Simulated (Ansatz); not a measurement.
Reaction (substitution at a C–N bond): `C[NH][InH][OH]` + `CNC(C)=O` → dimethylacetamide + `[NH2][InH][OH]`

Calculated with Ansatz (gas phase, PBE0-D4/def2-TZVP geometries, no zero-point term in ΔE). CBS: MP2 limit from def2 TZ/QZ plus the TZ coupled-cluster correction, frozen cores. Functionals use def2-TZVPP. B3LYP here is the variant with VWN-RPA as its local correlation; programs differ in this. Elements past krypton have def2 core potentials. For In outer-core shells are correlated without core-valence functions, which leaves a few kJ/mol of doubt a bond. Each species was taken in one conformer, which may not be the lowest.

```tsv
level	ΔE (kJ/mol)	difference from CCSD(T)/CBS
PBE-D4	-14.3	1.3
r2SCAN-D4	-15.9	-0.3
ωB97X-V	-14.6	1.0
B2PLYP	-12.8	2.8
r2SCAN	-15.0	0.6
B3LYP	-9.4	6.2
HF/def2-TZVPP	-5.7	9.9
CCSD/def2-TZVPP	-14.3	1.3
MP2/CBS(def2)	-18.3	-2.7
CCSD/CBS(def2)	-13.8	1.8
CCSD(T)/CBS	-15.6	0
```

Largest T1 diagnostic among the species: 0.016.

The D4 term adds −3.8 kJ/mol with B3LYP and −2.2 kJ/mol with PBE0; it sums over pairs of atoms, weighted by their polarisabilities, and B3LYP, whose exchange is more repulsive, gets the larger term. In def2-TZVPP, CCSD(T) changes the Hartree–Fock value by −10.3 kJ/mol (the triples alone add −1.7 kJ/mol) and MP2 by −13.0 kJ/mol.

CCSD(T)/CBS has its own doubt, a few kJ/mol and more with outer-core shells, so smaller differences from it don't rank the levels.
